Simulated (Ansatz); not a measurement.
Ge: band structure with r2SCAN+D4

Ge:

```
Ge
1.0
     2.79430    0.00000    0.00000
     0.00000    5.20103    0.00000
     0.00000    0.00000    2.69823
Ge
2
Direct
  0.50000 0.00000 0.00000
  0.00000 0.50000 0.00000
```

This isn't the form of Ge at room conditions, which is diamond.

The cell isn't the ideal one: another cell of the same crystal, with 2 atoms.

- Program: Ansatz 0.2.0
- Task: band structure
- Functional: r2SCAN
- Dispersion: D4
- Potentials or basis: Ansatz PAW
- Cutoff: 500 eV (not typed: the program's choice for these potentials)
- k mesh: 9 × 5 × 10
- Occupations: gaussian, width 0.05 eV
- Spin: no spin polarisation
- Path: [["G", "X", "S", "Y", "G", "Z", "U", "R", "T", "Z"], ["Y", "T"], ["U", "X"], ["S", "R"]]
- Points for each segment of the path: 14

The pressure is -4.2 GPa and the band gap on the k mesh is none (metal or under the smearing width).

Stress tensor (GPa, compression positive):
```
-5.46  0.00  0.00
 0.00 -3.86  0.00
 0.00  0.00 -3.15
```

Levels at the corners of the path, in eV from the Fermi level:
```csv
point,band 12,band 13,band 14,band 15,band 16,band 17
Γ,-8.98,-5.72,5.57,7.08,7.58,9.17
X,-5.85,-4.64,-2.58,-2.37,3.81,8.62
S,-4.54,-1.85,-1.85,0.43,0.43,2.61
Y,-8.63,-3.21,-3.21,-0.58,-0.58,11.06
Γ,-8.98,-5.72,5.57,7.08,7.58,9.17
Z,-12.03,0.12,0.12,6.92,6.92,8.36
U,-8.08,-4.56,-4.56,3.67,3.67,8.68
R,-3.59,-2.42,-2.42,-1.70,-1.70,4.18
T,-8.06,-5.51,-5.51,3.69,3.69,7.98
Z,-12.03,0.12,0.12,6.92,6.92,8.36
Y,-8.63,-3.21,-3.21,-0.58,-0.58,11.06
T,-8.06,-5.51,-5.51,3.69,3.69,7.98
U,-8.08,-4.56,-4.56,3.67,3.67,8.68
X,-5.85,-4.64,-2.58,-2.37,3.81,8.62
S,-4.54,-1.85,-1.85,0.43,0.43,2.61
R,-3.59,-2.42,-2.42,-1.70,-1.70,4.18
```

It took 9 s on 2 threads of Arm Neoverse V1 (shared host), peak memory 0.44 GiB.

Caveat: pairwise dispersion overbinds metals, which lowers pressure and volume; the PAW data sets come from PBE, with cores solved anew for the run's functional, which leaves a small shift of forces and pressure.
